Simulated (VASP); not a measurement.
# KCl (Sylvite) (Fm-3m) in VASP: single point with PBEsol

Aim: the single point of KCl (Sylvite) with PBEsol.

All numbers are computed with VASP 6.6.1; they aren't measurements. Logs are shortened: lines on timing, memory, paths and dates and some standing lists are left out, and cuts for length are marked.

**Measured values to compare with.**

A printed reference work, monograph reports, for a bulk crystal of KCl: band gap 8.68 eV.

How close the calculation comes is told below.

## (1) The cell of the first run

It takes space group Fm-3m (No. 225, cubic). Conventional cell: a = 6.293 Å, b = 6.293 Å, c = 6.293 Å, α = 90.00°, β = 90.00°, γ = 90.00°. K (site symmetry m-3m) has 6 Cl at 3.15 Å within 4.1 Å. Within 4.1 Å of Cl (site symmetry m-3m) lie 6 K at 3.15 Å.

## (2) Single point, PBEsol

INCAR reads:

```
PREC = Accurate
ENCUT = 520
EDIFF = 1E-7
ISMEAR = 0
SIGMA = 0.01
LREAL = False
LASPH = True
NELM = 80
ALGO = Normal
ISIF = 2
LWAVE = False
LCHARG = False
GGA = PS
NBANDS = 15
```

KPOINTS reads:

```
regular mesh
0
Gamma
  5 5 5
```

POSCAR reads:

```
KCl
1.0
    0.0000000000      3.1464700000      3.1464700000
    3.1464700000      0.0000000000      3.1464700000
    3.1464700000      3.1464700000      0.0000000000
K Cl
1 1
Direct
    0.0000000000      0.0000000000      0.0000000000
    0.5000000000      0.5000000000      0.5000000000
```

Potentials or basis: VASP PAW PBE potentials, release 64 (K_sv, Cl).

Launch:

```sh
$ cat potpaw_PBE.64/K_sv/POTCAR potpaw_PBE.64/Cl/POTCAR > POTCAR
$ mpirun -np 1 vasp_std > vasp.out
```

OUTCAR:

```text
PREC = Accurate
   ENCUT = 520
   EDIFF = 1E-7
   ISMEAR = 0
   LREAL = False
   LASPH = True
   NELM = 80
   ISIF = 2
   GGA = PS

 ion  position               nearest neighbor table
   1  0.000  0.000  0.000-   2 3.15   2 3.15   2 3.15   2 3.15   2 3.15   2 3.15
   2  0.500  0.500  0.500-   1 3.15   1 3.15   1 3.15   1 3.15   1 3.15   1 3.15

  LATTYP: Found a face centered cubic cell.
 ALAT       =     6.2929400000

  Lattice vectors:

 A1 = (   0.0000000000,   3.1464700000,   3.1464700000)
 A2 = (   3.1464700000,   0.0000000000,   3.1464700000)
 A3 = (   3.1464700000,   3.1464700000,   0.0000000000)

Analysis of symmetry for initial positions (statically):
=====================================================================
 Subroutine PRICEL returns:
 Original cell was already a primitive cell.

 Routine SETGRP: Setting up the symmetry group for a
 face centered cubic supercell.

 Subroutine GETGRP returns: Found 48 space group operations
 (whereof 48 operations were pure point group operations)
 out of a pool of 48 trial point group operations.

The static configuration has the point symmetry O_h .

Analysis of symmetry for dynamics (positions and initial velocities):
=====================================================================
 Subroutine PRICEL returns:
 Original cell was already a primitive cell.

 Routine SETGRP: Setting up the symmetry group for a
 face centered cubic supercell.

 Subroutine GETGRP returns: Found 48 space group operations
 (whereof 48 operations were pure point group operations)
 out of a pool of 48 trial point group operations.

The dynamic configuration has the point symmetry O_h .

 Subroutine INISYM returns: Found 48 space group operations
 (whereof 48 operations are pure point group operations),
 and found     1 'primitive' translations

----------------------------------------------------------------------------------------

                                     Primitive cell

  volume of cell :      62.3018

  direct lattice vectors                    reciprocal lattice vectors
     0.000000000  3.146470000  3.146470000    -0.158908237  0.158908237  0.158908237
     3.146470000  0.000000000  3.146470000     0.158908237 -0.158908237  0.158908237
     3.146470000  3.146470000  0.000000000     0.158908237  0.158908237 -0.158908237

  length of vectors
     4.449780548  4.449780548  4.449780548     0.275237140  0.275237140  0.275237140

  position of ions in fractional coordinates (direct lattice)
     0.000000000  0.000000000  0.000000000
     0.500000000  0.500000000  0.500000000

  ion indices of the primitive-cell ions
   primitive index   ion index
                 1           1
                 2           2

----------------------------------------------------------------------------------------

 KPOINTS: regular mesh

Automatic generation of k-mesh.
 Grid dimensions read from file:
 generate k-points for:    5    5    5

 Generating k-lattice:

  Cartesian coordinates                     Fractional coordinates (reciprocal lattice)
    -0.031781647  0.031781647  0.031781647     0.200000000  0.000000000  0.000000000
     0.031781647 -0.031781647  0.031781647     0.000000000  0.200000000  0.000000000
     0.031781647  0.031781647 -0.031781647     0.000000000  0.000000000  0.200000000

  Length of vectors
     0.055047428  0.055047428  0.055047428

  Shift w.r.t. Gamma in fractional coordinates (k-lattice)
     0.000000000  0.000000000  0.000000000

 Subroutine IBZKPT returns following result:
 ===========================================

 Found     10 irreducible k-points:

 Following reciprocal coordinates:
            Coordinates               Weight
  0.000000  0.000000  0.000000      1.000000
  0.200000  0.000000  0.000000      8.000000
  0.400000  0.000000  0.000000      8.000000
  0.200000  0.200000  0.000000      6.000000
  0.400000  0.200000  0.000000     24.000000
 -0.400000  0.200000  0.000000     24.000000
 -0.200000  0.200000  0.000000     12.000000
  0.400000  0.400000  0.000000      6.000000
 -0.400000  0.400000  0.000000     12.000000
 -0.400000  0.400000  0.200000     24.000000
   k-points           NKPTS =     10   k-points in BZ     NKDIM =     10   number of bands    NBANDS=     15
   number of dos      NEDOS =    301   number of ions     NIONS =      2
   total plane-waves  NPLWV =  46656
   dimension x,y,z NGX =    36 NGY =   36 NGZ =   36
   dimension x,y,z NGXF=    72 NGYF=   72 NGZF=   72
   ions per type =               1   1
   NGX,Y,Z   is equivalent  to a cutoff of  13.45, 13.45, 13.45 a.u.
   NGXF,Y,Z  is equivalent  to a cutoff of  26.90, 26.90, 26.90 a.u.
 SYSTEM =  unknown system
   PREC   = accura    normal or accurate (medium, high low for compatibility)
   ISTART =      0    job   : 0-new  1-cont  2-samecut
   ICHARG =      2    charge: 1-file 2-atom 10-const
   ISPIN  =      1    spin polarized calculation?
   LNONCOLLINEAR =      F non collinear calculations
   LSORBIT =      F    spin-orbit coupling
   LASPH  =      T    aspherical Exc in radial PAW
   ENCUT  =  520.0 eV  38.22 Ry    6.18 a.u.   8.27  8.27  8.27*2*pi/ulx,y,z
   NELM   =     80;   NELMIN=  2; NELMDL= -5     # of ELM steps
   EDIFF  = 0.1E-06   stopping-criterion for ELM
   LREAL  =      F    real-space projection
   EDIFFG = 0.1E-05   stopping-criterion for IOM
   NSW    =      0    number of steps for IOM
   IBRION =     -1    ionic relax: 0-MD 1-quasi-New 2-CG
   NFREE  =      0    steps in history (QN), initial steepest desc. (CG)
   ISIF   =      2    stress and relaxation
   ISYM   =      2    0-nonsym 1-usesym 2-fastsym
   POTIM  = 0.5000    time-step for ionic-motion
   TEBEG  =    0.0;   TEEND  =   0.0 temperature during run
   PSTRESS=    0.0 pullay stress
   NELECT =      16.0000    total number of electrons
   NUPDOWN=      -1.0000    fix difference up-down
   EMIN   =  10.00;   EMAX   =-10.00  energy-range for DOS
   EFERMI =   0.00;   METHOD = LEGACY
   ISMEAR =     0;   SIGMA  =   0.01  broadening in eV -4-tet -1-fermi 0-gaus
   EFERMI_NEDOS =   21; number of points for ismear=-14 and -15
   IALGO  =     38    algorithm
   IMIX   =      4    mixing-type and parameters
     AMIX     =   0.40;   BMIX     =  1.00
     AMIX_MAG =   1.60;   BMIX_MAG =  1.00
  volume/ion in A,a.u.               =      31.15       210.22
  Fermi-wavevector in a.u.,A,eV,Ry     =   1.040594  1.966437 14.732871  1.082835
  Thomas-Fermi vector in A             =   2.175177
   LORBIT       =      0    0 simple, 1 ext, 2 COOP (PROOUT), +10 PAW based schemes
   GGA     = PS    functional components
   LHFCALC =     F    Hartree Fock is set to
   AEXX    =    0.0000 exact exchange contribution
   IVDW    =     0    specifies the selected vdW correction
   LEPSILON=     F    determine dielectric tensor
   LRPA    =     F    only Hartree local field effects (RPA)
 non-spin polarized calculation
 Gauss-broadening in eV      SIGMA  =   0.01
  energy-cutoff  :      520.00
  volume of cell :       62.30
 maximum number of plane-waves:      1692
 NGX is ok and might be reduce to    36
   NGX = 17   NGY = 17   NGZ = 17

 number of electron      16.0000001 magnetization

 Free energy of the ion-electron system (eV)
  ---------------------------------------------------
  ext. energy  EPLUGINS =         0.00000000
  ---------------------------------------------------
  free energy    TOTEN  =        -7.02204467 eV

  energy without entropy =       -7.02204467  energy(sigma->0) =       -7.02204467

 E-fermi :  -1.8112     XC(G=0):  -7.7201

 val. band max:       -1.9057522970   @ k =   0.0000   0.0000   0.0000
 cond. band min:       3.1168507933   @ k =   0.0000   0.0000   0.0000
 fundamental gap:      5.0226030902
 Fermi energy:        -1.8111602649

 k-point     1 :       0.0000    0.0000    0.0000
  band No.  band energies     occupation
      1     -28.9502      2.00000
      2     -13.9969      2.00000
      3     -12.4766      2.00000
      4     -12.4766      2.00000
      5     -12.4766      2.00000
      6      -1.9058      2.00000
      7      -1.9058      2.00000
      8      -1.9058      2.00000
      9       3.1169      0.00000
     10       6.3892      0.00000
     11       6.3892      0.00000
     12       6.3892      0.00000
     13       7.2746      0.00000
     14       7.2746      0.00000
     15      10.8432      0.00000

 k-point     2 :       0.2000    0.0000    0.0000
  band No.  band energies     occupation
      1     -28.9464      2.00000
      2     -14.0653      2.00000
      3     -12.4800      2.00000
      4     -12.4800      2.00000
      5     -12.3893      2.00000
      6      -2.3432      2.00000
      7      -2.0266      2.00000
      8      -2.0266      2.00000
      9       4.0004      0.00000
     10       6.1646      0.00000
     11       6.8844      0.00000
     12       6.8844      0.00000
     13       7.8066      0.00000
     14       7.8066      0.00000
     15      11.9582      0.00000

 k-point     3 :       0.4000    0.0000    0.0000
  band No.  band energies     occupation
      1     -28.9402      2.00000
      2     -14.1634      2.00000
      3     -12.4853      2.00000
      4     -12.4853      2.00000
      5     -12.2598      2.00000
      6      -2.9062      2.00000
      7      -2.2095      2.00000
      8      -2.2095      2.00000
      9       5.3306      0.00000
     10       6.4194      0.00000
     11       8.1459      0.00000
     12       8.1459      0.00000
     13       9.0083      0.00000
     14       9.0083      0.00000
     15      10.4465      0.00000

 k-point     4 :       0.2000    0.2000    0.0000
  band No.  band energies     occupation
      1     -28.9452      2.00000
      2     -14.0467      2.00000
      3     -12.4964      2.00000
      4     -12.4964      2.00000
      5     -12.3953      2.00000
      6      -2.4359      2.00000
      7      -2.0020      2.00000
      8      -2.0020      2.00000
      9       4.1647      0.00000
     10       5.5108      0.00000
     11       7.3876      0.00000
     12       7.3876      0.00000
     13       7.5767      0.00000
     14       8.2241      0.00000
     15      12.0299      0.00000

 k-point     5 :       0.4000    0.2000    0.0000
  band No.  band energies     occupation
      1     -28.9399      2.00000
      2     -14.0735      2.00000
      3     -12.5107      2.00000
      4     -12.5061      2.00000
      5     -12.3679      2.00000
      6      -2.6987      2.00000
      7      -2.2100      2.00000
      8      -2.1354      2.00000
      9       5.2613      0.00000
     10       5.6033      0.00000
     11       8.2724      0.00000
     12       8.2934      0.00000
     13       8.5737      0.00000
     14       8.6356      0.00000
     15      10.0665      0.00000

 k-point     6 :      -0.4000    0.2000    0.0000
  band No.  band energies     occupation
      1     -28.9378      2.00000
      2     -14.1054      2.00000
      3     -12.5361      2.00000
      4     -12.4956      2.00000
      5     -12.3148      2.00000
      6      -2.8033      2.00000
      7      -2.3128      2.00000
      8      -2.2378      2.00000
      9       5.7402      0.00000
     10       6.4330      0.00000
     11       8.0079      0.00000
     12       8.5030      0.00000
     13       8.5097      0.00000
     14       9.8441      0.00000
     15      10.0602      0.00000

 k-point     7 :      -0.2000    0.2000    0.0000
  band No.  band energies     occupation
      1     -28.9418      2.00000
      2     -14.1015      2.00000
      3     -12.5201      2.00000
      4     -12.4794      2.00000
      5     -12.3232      2.00000
      6      -2.6631      2.00000
      7      -2.1740      2.00000
      8      -2.1343      2.00000
      9       5.0001      0.00000
     10       5.9665      0.00000
     11       7.3411      0.00000
     12       7.9914      0.00000
     13       8.0895      0.00000
     14       8.9009      0.00000
     15      10.5486      0.00000

 k-point     8 :       0.4000    0.4000    0.0000
  band No.  band energies     occupation
      1     -28.9373      2.00000
      2     -13.9422      2.00000
      3     -12.5542      2.00000
      4     -12.5289      2.00000
      5     -12.5289      2.00000
      6      -2.6167      2.00000
      7      -2.1186      2.00000
      8      -2.1186      2.00000
      9       4.6177      0.00000
     10       5.8756      0.00000
     11       8.1633      0.00000
     12       8.2956      0.00000
     13       9.1406      0.00000
     14       9.4510      0.00000
     15       9.4510      0.00000

 k-point     9 :      -0.4000    0.4000    0.0000
  band No.  band energies     occupation
      1     -28.9360      2.00000
      2     -13.9636      2.00000
      3     -12.6076      2.00000
      4     -12.5225      2.00000
      5     -12.4573      2.00000
      6      -2.5183      2.00000
      7      -2.3722      2.00000
      8      -2.1825      2.00000
      9       5.0036      0.00000
     10       6.9749      0.00000
     11       7.2904      0.00000
     12       8.2852      0.00000
     13       8.7324      0.00000
     14       9.3870      0.00000
     15      10.4018      0.00000

 k-point    10 :      -0.4000    0.4000    0.2000
  band No.  band energies     occupation
      1     -28.9367      2.00000
      2     -14.0201      2.00000
      3     -12.5589      2.00000
      4     -12.5499      2.00000
      5     -12.3845      2.00000
      6      -2.6022      2.00000
      7      -2.2984      2.00000
      8      -2.2905      2.00000
      9       5.6020      0.00000
     10       6.2445      0.00000
     11       7.5159      0.00000
     12       8.3504      0.00000
     13       9.2739      0.00000
     14       9.2750      0.00000
     15      10.1104      0.00000

------------------------ aborting loop because EDIFF is reached ----------------------------------------

  FORCE on cell =-STRESS in cart. coord.  units (eV):
  Direction    XX          YY          ZZ          XY          YZ          ZX
  --------------------------------------------------------------------------------------
  -------------------------------------------------------------------------------------
  Total       -0.1435890     -0.1435890     -0.1435890     -0.0000000     -0.0000000     -0.0000000
  in kB       -3.6925897     -3.6925897     -3.6925897     -0.0000000     -0.0000000     -0.0000000
  external PRESSURE =      -3.6925897 kB  Pullay stress =       0.0000000 kB

 VOLUME and BASIS-vectors are now :
 -----------------------------------------------------------------------------
  energy-cutoff  :      520.00
  volume of cell :       62.30
      direct lattice vectors                 reciprocal lattice vectors
     0.000000000  3.146470000  3.146470000    -0.158908237  0.158908237  0.158908237
     3.146470000  0.000000000  3.146470000     0.158908237 -0.158908237  0.158908237
     3.146470000  3.146470000  0.000000000     0.158908237  0.158908237 -0.158908237

 POSITION                                       TOTAL-FORCE (eV/Angst)
 -----------------------------------------------------------------------------------
      0.00000      0.00000      0.00000        -0.000000     -0.000000     -0.000000
      3.14647      3.14647      3.14647         0.000000      0.000000      0.000000
 -----------------------------------------------------------------------------------
    total drift:                                0.000000      0.000000      0.000000

  FREE ENERGIE OF THE ION-ELECTRON SYSTEM (eV)
  ---------------------------------------------------
  free  energy   TOTEN  =        -7.0220446746 eV

  energy  without entropy=       -7.0220446746  energy(sigma->0) =       -7.02204467
```

It took 13 s on 1 thread of AMD EPYC 7R43 (Zen 3), shared host; peak memory 0.16 GiB.

What came out:

| Item | Value |
| --- | --- |
| Free energy | -7.0220 eV |
| Pressure | -0.4 GPa |
| Band gap on the k mesh | 5.02 eV, direct |

Caveat: the PAW data sets were made with another functional, which shifts forces and pressure a little.

## (3) How close it comes

Step 2. Against the measured gap of KCl, 8.68 eV (a printed reference work, monograph), the calculated 5.02 eV is off by -3.66 eV. The value is that of PBEsol, without temperature or zero-point motion. Semilocal functionals fall short of measured gaps as a rule.
